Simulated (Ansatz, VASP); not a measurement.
**N: VASP beside Ansatz**

INCAR

```
SYSTEM = N
PREC = Accurate ; ENCUT = 520
EDIFF = 1E-6 ; ISMEAR = 0
SIGMA = 0.05 ; LREAL = .FALSE.
LASPH = .TRUE. ; NELM = 80
ALGO = Normal ; ISIF = 2
LWAVE = .FALSE. ; LCHARG = .FALSE.
GGA = PS ; NBANDS = 18
```

The input KPOINTS:

```
Automatic mesh
0
G
  6 6 4
  0 0 0
```

File POSCAR:

```
N
1.0
    3.8338541858      0.0000000000      0.0000000000
   -1.9169270929      3.3202151193      0.0000000000
    0.0000000000      0.0000000000      7.5664837908
N
4
Direct
    0.3333333333      0.6666666667      0.3289300400
    0.3333333333      0.6666666667      0.1710699600
    0.6666666667      0.3333333333      0.8289300400
    0.6666666667      0.3333333333      0.6710699600
```

Input for Ansatz:

```yaml
crystal:
  lattice:
    - [3.8338541858, 0.0, 0.0]
    - [-1.9169270929, 3.3202151193, 0.0]
    - [0.0, 0.0, 7.5664837908]
  atoms:
    - { symbol: "N", position: [0.3333333333, 0.6666666667, 0.32893004] }
    - { symbol: "N", position: [0.3333333333, 0.6666666667, 0.17106996] }
    - { symbol: "N", position: [0.6666666667, 0.3333333333, 0.82893004] }
    - { symbol: "N", position: [0.6666666667, 0.3333333333, 0.67106996] }
basis:
  ecutwfc: 420
kpoints:
  mp_grid: { grid: [6, 6, 4] }
hamiltonian:
  xc: pbesol
scf:
  occupations: { method: gaussian, width: 0.05 }
output:
  forces: true
  stress: true
  eigenvalues: true
```

Change from the starting cell: strain -0.080 along x and y, +0.080 along z, atoms carried along.

Alike in both runs: task single point; functional PBEsol; k mesh 6 × 6 × 4; occupations gaussian, width 0.05 eV; no spin polarisation.

|  | VASP | Ansatz |
| --- | --- | --- |
| version | VASP 6.6.1 | Ansatz 0.2.0 |
| potentials or method | VASP PAW PBE potentials, release 64 (N) | scalar-relativistic, plane waves, PAW |
| plane-wave cutoff (eV) | 520 | 420 |
| valence electrons in the cell | 20 | 20 |

```csv
,VASP,Ansatz,Ansatz less VASP
gap on the k mesh at the Fermi level (eV),6.06,6.10,+0.034
least direct gap on the mesh (eV),6.20,6.23,+0.035
pressure (GPa),-12.0,-12.5,-0.53
largest component of the traceless stress (GPa),24.43,25.73,+1.303
rms of the force components (eV/Å),5.312,5.599,+0.2871
```

Atom by atom the forces differ by 0.287 eV/Å (rms over components). The functional is the same, so the differences come from potentials, cutoffs and numerics.

Caveats: the standard files for N, O and F lose accuracy on very short bonds; the PAW data sets were made with another functional, which shifts forces and pressure a little (VASP). A k mesh can miss the band edges.
